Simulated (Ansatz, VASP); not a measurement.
**SrO: VASP beside Ansatz**

```
CELL_PARAMETERS angstrom
0.00000 2.79228 2.84868
2.79228 0.00000 2.84868
2.79228 2.79228 0.00000
ATOMIC_POSITIONS crystal
Sr 0.00000 0.00000 0.00000
O 0.25000 0.25000 0.25000
```

Change from the starting cell: uniaxial_z strain +2.0%.

Alike in both runs: task single point; functional r2SCAN; k mesh 8 × 8 × 8; no spin polarisation.

```csv
,VASP,Ansatz
version,VASP 6.6.1,Ansatz 0.2.0
potentials or method,"VASP PAW PBE potentials, release 64 (Sr_sv, O)","plane waves, PAW"
plane-wave cutoff (eV),520,500
occupations,"gaussian, width 0.01 eV",fixed
valence electrons in the cell,16,16
```

Ansatz gave:

```
gap on the k mesh at the Fermi level (eV)       : 2.83
pressure (GPa)                                  : -1.3
largest component of the traceless stress (GPa) : 0.19
```

Question: Which values does VASP return?

Answer: gap on the k mesh at the Fermi level (eV): 2.84; pressure (GPa): -0.9; largest component of the traceless stress (GPa): 0.18.

Caveats: the PAW data sets were made with another functional, which shifts forces and pressure a little (VASP). A k mesh can miss the band edges.
